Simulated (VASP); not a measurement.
Mg:

```
Mg
1.0
    -1.83599    1.83599    1.67940
     1.83599   -1.83599    1.67940
     1.83599    1.83599   -1.67940
Mg
1
Direct
  0.00000 0.00000 0.00000
```

This isn't the form of Mg at room conditions, which is hcp.

```yaml
Program: VASP 6.6.1
Task: relaxation of cell and atoms
Functional: RPBE
Potentials_or_basis: VASP PAW PBE potentials, release 64 (Mg)
Cutoff: 600 eV
k_mesh: 11 × 11 × 11
Occupations: fermi-dirac, width 0.05 eV
Spin: no spin polarisation
```

At the start: pressure 1.6 GPa; volume 22.64 Å³/atom.

Question: How do energy, volume and symmetry change on relaxing?

Answer: Over 13 steps the energy falls by 7.3 meV/atom and the volume is 23.46 Å³/atom (+3.6 %); space group Im-3m (No. 229, to 0.05 Å).

Step by step:
```csv
step,energy change (eV),largest force (eV/Å),pressure (GPa),volume (Å³)
1,0.0000,0.0000,1.57,22.64
2,-0.0045,0.0000,0.35,23.38
3,-0.0048,0.0000,-0.05,23.65
4,-0.0048,0.0000,-0.02,23.63
5,-0.0049,0.0000,-0.02,23.62
6,-0.0052,0.0000,-0.04,23.61
7,-0.0059,0.0000,-0.04,23.57
8,-0.0069,0.0000,-0.01,23.49
9,-0.0068,0.0000,0.27,23.30
10,-0.0073,0.0000,0.08,23.42
11,-0.0073,0.0000,0.09,23.40
12,-0.0069,0.0000,-0.42,23.76
13,-0.0073,0.0000,0.00,23.46
```

Final structure:
```
Mg
1.0
    -1.80285    1.80285    1.80468
     1.80285   -1.80285    1.80468
     1.80285    1.80285   -1.80468
Mg
1
Direct
  0.00000 0.00000 0.00000
```

Caveat: the PAW data sets were made with another functional, which shifts forces and pressure a little.
